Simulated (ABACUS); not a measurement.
A run of ABACUS 3.10.1:

INPUT

```
INPUT_PARAMETERS
suffix              CdS
calculation         cell-relax
basis_type          lcao
pseudo_dir          ./
orbital_dir         ./
symmetry            1
dft_functional      MGGA_X_R2SCAN+MGGA_C_R2SCAN
ecutwfc             103
pseudo_rcut         10
nspin               1
nbands              17
ks_solver           genelpa
smearing_method     fd
smearing_sigma      0.00367493
scf_thr             1e-07
scf_nmax            100
mixing_type         broyden
mixing_beta         0.7
cal_force           1
cal_stress          1
mixing_tau          1
out_mul             1
relax_nmax          60
force_thr_ev        0.02
relax_method        cg
out_stru            1
stress_thr          0.2
```

Contents of STRU:

```
ATOMIC_SPECIES
Cd 112.4140 Cd_ONCV_PBE-1.2.upf
S 32.0600 S_ONCV_PBE-1.2.upf

NUMERICAL_ORBITAL
Cd_confined-atom_7au_3s2p2d1f.orb
S_confined-atom_7au_2s2p1d.orb

LATTICE_CONSTANT
7.7942771716

LATTICE_VECTORS
0.0000000000 0.7071067812 0.7071067812
0.7071067812 0.0000000000 0.7071067812
0.7071067812 0.7071067812 0.0000000000

ATOMIC_POSITIONS
Cartesian

Cd
0.0
1
0.0000000000 0.0000000000 0.0000000000 1 1 1

S
0.0
1
1.0606601718 1.0606601718 1.0606601718 1 1 1
```

KPT

```
K_POINTS
0
Gamma
6 6 6 0 0 0
```

Potentials or basis: SG15 ONCV 1.2 PBE, DZP LCAO (the cutoffs set its grid).

Command:

```sh
$ OMP_NUM_THREADS=1 mpirun -np 4 abacus > log
```

Hardware: 4 MPI ranks on Intel(R) Xeon(R) Platinum 8488C (Sapphire Rapids), with other jobs on the host.

How long does it take, and how much memory?

Wall time 44 s on 4 MPI ranks on Intel(R) Xeon(R) Platinum 8488C (Sapphire Rapids), on a shared host, peak memory 0.52 GiB a rank. Counts: scf iterations 26, k points 16, bands 17, basis 39, ion steps 3, ranks 4.
